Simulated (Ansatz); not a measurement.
All numbers below come from Ansatz 0.2.0, DFT PBE, scalar-relativistic, plane waves, PAW. All cells share a 420 eV cutoff and Γ-centred k meshes spaced at most about 0.3 Å⁻¹ (about 0.25 or finer for metals, 2π included). No spin polarisation.

All energies are static (0 K, no zero-point motion).

Compare these two cells of In6O, each relaxed at this level.

A.

```xyz
7
Lattice="3.3209 0.0000 0.0000 -1.6605 2.8760 0.0000 0.0000 0.0000 17.9074" Properties=species:S:1:pos:R:3 pbc="T T T"
In    1.6605    0.9587   16.3576
In    0.0000    1.9173    1.5498
In    0.0000    0.0000   13.2303
In    1.6605    0.9587    7.5500
In    0.0000    1.9173   10.3574
In    0.0000    0.0000    4.6771
O     0.0000    0.0000    0.0000
```

B.

```xyz
7
Lattice="5.9171 0.0000 0.0000 -2.9585 5.1243 0.0000 0.0000 0.0000 5.6601" Properties=species:S:1:pos:R:3 pbc="T T T"
In    2.0179    0.0000    4.2590
In   -1.0090    1.7476    4.2590
In    1.9496    3.3768    4.2590
In   -1.9496    3.3768    1.4011
In    3.8991    0.0000    1.4011
In    1.0090    1.7476    1.4011
O     0.0000    0.0000    2.8300
```

Problem. Which is lower in energy, and by how much?

Solution. A is lower, by 32 meV/atom. A has space group P-3m1 (No. 164), 24.4 Å³/atom and no gap on its mesh; B has space group P-31m (No. 162), 24.5 Å³/atom and no gap. In A, around In on its first site lie 3 O at 2.47 Å, 6 In at 3.32 Å and 6 In at 3.64–3.67 Å; around In on its second site lie 9 In at 3.32–3.45 Å and 3 In at 3.67 Å; O has 6 In at 2.47 Å; 1 more site not described. In B, around In lie 1 O at 2.47 Å and 12 In at 3.38–3.50 Å; O has 6 In at 2.47 Å. Both come from invented guesses. The lowest form computed isn't among them: it has space group P3m1 (No. 156), 24.8 Å³/atom and lies 56 meV/atom below the best shown.

Cells relaxed within their symmetry can be saddle points. Some types were kept out of the candidates beforehand, so the set may lack a known form.
